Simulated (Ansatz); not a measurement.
# NbC (Niobocarbide): the cost of one run

All numbers are computed with Ansatz 0.2.0 through its Python package. The levels of theory stand in the script.

### 1 Starting point

It takes space group Fm-3m (No. 225, cubic). The conventional cell has a = 4.469 Å, b = 4.469 Å, c = 4.469 Å, α = 90.00°, β = 90.00°, γ = 90.00°. Nb (site symmetry m-3m) has 6 C at 2.23 Å as nearest neighbours. C (site symmetry m-3m) has 6 Nb at 2.23 Å as nearest neighbours.

No structure file is read: the coordinates are typed or built in the script.

### 2 The script

The input, lattice_nbc.py:

```python
import argparse
import warnings

import ansatz
import numpy as np
from pymatgen.core import Lattice, Structure
from pymatgen.io.ase import AseAtomsAdaptor

parser = argparse.ArgumentParser(description="Relaxed cell of NbC under several functionals.")
parser.add_argument("--occupations", default="Fermi-Dirac", help="how the bands are filled")
parser.add_argument("--width-ev", type=float, default=0.15, help="smearing width (eV)")
parser.add_argument("--force-tol", type=float, required=True, help="force threshold (eV/A)")
args = parser.parse_args()

def edges_and_angles(cell):
    cell = np.asarray(cell)
    a, b, c = np.linalg.norm(cell, axis=1)
    cosines = cell[1] @ cell[2] / (b * c), cell[0] @ cell[2] / (a * c), cell[0] @ cell[1] / (a * b)
    return (a, b, c, *np.degrees(np.arccos(cosines)))


def main() -> None:
    warnings.simplefilter("ignore", ansatz.DeckWarning)

    pmg_structure = Structure(
        Lattice([(0.0, 2.23455, 2.23455), (2.23455, 0.0, 2.23455), (2.23455, 2.23455, 0.0)]),
        ["Nb", "C"],
        [
            (0.0, 0.0, 0.0),
            (0.5, 0.5, 0.5),
        ],
    )
    cell = ansatz.Crystal.from_ase(AseAtomsAdaptor.get_atoms(pmg_structure))

    calc = (
        cell.calculation()
        .kpoints(13)
        .occupations(args.occupations, width=args.width_ev)
        .relax(cell=True, force_tolerance=args.force_tol, max_steps=60)
    )

    levels = [("r2scan", "none"), ("pbe", "d3bj"), ("revpbe", "d3bj"), ("pbe", "d4")]
    print("level            a       b       c    alpha   beta  gamma  V/atom  steps")
    for name, dispersion in levels:
        seen = []
        run = calc.functional(name, dispersion=dispersion).session().plan()
        res = run.execute(on_event=lambda e: seen.append(e) if e["event"] == "relax_step" else None)
        cell = res.lattice.cell_ang
        label = name if dispersion == "none" else f"{name}+{dispersion}"
        print("{:13s} {:7.4f} {:7.4f} {:7.4f} {:6.2f} {:6.2f} {:6.2f}".format(label, *edges_and_angles(cell)), f"{abs(np.linalg.det(cell)) / len(res.lattice.sites):7.3f} {len(seen):5d}")


if __name__ == "__main__":
    main()
```

### 3 What the engine is handed

The engine receives this input (first run):

```yaml
crystal:
  lattice:
    - [0.0, 2.23455, 2.23455]
    - [2.23455, 0.0, 2.23455]
    - [2.23455, 2.23455, 0.0]
  atoms:
    - { symbol: Nb, position: [0.0, 0.0, 0.0] }
    - { symbol: C, position: [0.5, 0.5, 0.5] }
kpoints:
  mp_grid:
    grid: [13, 13, 13]
hamiltonian:
  xc: r2scan
  dispersion: none
scf:
  occupations:
    method: fermi_dirac
    width: 0.15
relax:
  f_tol: 0.02
  max_steps: 60
  cell: {}
```

### 4 The run

Started as:

```bash
$ python lattice_nbc.py --force-tol 0.02
```

Q: Estimate wall time and peak memory on 1 thread of Arm Neoverse V1, shared host.

About 43 s, with a peak of 0.51 GiB.
